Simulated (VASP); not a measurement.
Here is a VASP 6.6.1 calculation.

Contents of INCAR:

```
  ALGO = Normal
  EDIFF = 1E-6
  ENCUT = 600
  GGA_COMPAT = False
  ISIF = 2
  ISMEAR = 0
  LASPH = True
  LCHARG = False
  LREAL = False
  LWAVE = False
  NBANDS = 11
  NELM = 120
  PREC = Accurate
  SIGMA = 0.02
```

File KPOINTS:

```
k-points
0
Gamma
  12 12 12
```

Contents of POSCAR:

```
BN
1.0
    0.0000000000      1.7902747231      1.7902747231
    1.7902747231      0.0000000000      1.7902747231
    1.7902747231      1.7902747231      0.0000000000
B N
1 1
Direct
    0.0000000000      0.0000000000      0.0000000000
    0.2500000000      0.2500000000      0.2500000000
```

Potentials or basis: VASP PAW LDA potentials, release 64 (B, N).

The run is started by

```bash
$ cat potpaw_LDA.64/B/POTCAR potpaw_LDA.64/N/POTCAR > POTCAR
$ mpirun -np 1 vasp_std > vasp.out
```

(1) Estimate the pressure.

(2) Estimate the band gap on the k mesh.

Answers

(1) 0.8 GPa.

(2) 4.38 eV, indirect (least direct gap 8.82 eV).

**Measured values to compare with.**

A printed reference work, monograph reports, for a bulk crystal of BN at 300 K: band gap 6.4 eV (indirect).

Measured gap of BN: 6.4 eV (indirect; 300 K; a printed reference work, monograph). This calculation gives 4.38 eV (-2.02 eV). The value is that of LDA on a finite k mesh, which can miss the band edges, without temperature or zero-point motion. Semilocal functionals fall short of measured gaps as a rule.
